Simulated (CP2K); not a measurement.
**Sb in CP2K: convergence with ngrids**

The system is Sb.

```
Sb
1.0
     3.34824    0.00000    0.00000
     1.62107    2.92152    0.00000
     1.72497    0.94828    2.72604
Sb
1
Direct
  0.00374 0.98828 0.98499
```

The cell isn't the ideal one: cell strained at random at fixed volume.

| Item | Value |
| --- | --- |
| Program | CP2K 2026.2 |
| Task | single point |
| Functional | PBE |
| Potentials or basis | POTENTIAL_UZH Sb GTH-PBE-q5; TZVP-MOLOPT-PBE-GTH basis |
| Density cutoff | 6123 eV |
| k mesh | 7 × 7 × 7 |
| Occupations | fermi-dirac, width 0.1 eV |
| Spin | no spin polarisation |

These are the settings of the first run; the series varies ngrids, with any setting tied to it.

Hardware: 1 thread of Arm Neoverse V1, with other jobs on the host.

| ngrids | energy less the tightest run, at zero smearing (meV/atom) | SCF cycles | CPU time (s) | peak memory (GiB) |
| --- | --- | --- | --- | --- |
| 1 | 0.00 | 11 | 150 | 0.21 |
| 2 | 0.00 | 11 | 34 | 0.21 |
| 3 | 0.00 | 11 | 14 | 0.21 |
| 4 | 0.00 | 11 | 9.4 | 0.21 |
| 5 | 0.00 | 11 | 9.5 | 0.21 |
| 6 | 0.00 | 11 | 9.5 | 0.21 |

Against the tightest run, the energy stays within 1 meV/atom from 1 on. The tightest run that finished is the yardstick and may itself not be fully converged.

Caveat, for the tightest run too: the basis of atomic orbitals isn't converged, which shifts pressures, moduli and gaps. Spin-orbit coupling is left out, which matters for the levels of Sb.
